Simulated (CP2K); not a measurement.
Crystal: Co.

```
Co
1.0
     2.47200    0.00000    0.00000
    -1.23600    2.14081    0.00000
     0.00000    0.00000    4.02114
Co
2
Cartesian
  1.2360 0.7136 3.0159
  0.0000 1.4272 1.0053
```

Base run:

* Program: CP2K 2026.2
* Functional: PBEsol
* Potentials or basis: POTENTIAL_UZH Co GTH-PBE-q17; TZVP-MOLOPT-PBE-GTH basis
* Density cutoff: 11565 eV
* k mesh: 12 × 12 × 7
* Occupations: fermi-dirac, width 0.01 eV
* Spin: collinear spin, ferromagnetic start
* Starting moments: [2.0, 2.0] μB

Its results: band gap on the k mesh none (metal or under the smearing width); pressure -3.9 GPa; net moment 3.34 μB per cell; site moments Co +1.67 μB.

The run is repeated on the same cell with these changes: functional from PBEsol to PBE. What comes out?

Band gap on the k mesh none (metal or under the smearing width); pressure 6.7 GPa; net moment 3.34 μB per cell; site moments Co +1.67 μB.

PBE binds less tightly than PBEsol, so the same cell stands under more pressure.

Caveats: the basis of atomic orbitals isn't converged, which shifts pressures, moduli and gaps; the potentials were made for another functional, which shifts forces and pressure (some runs).

Not every run made on this cell is shown here.
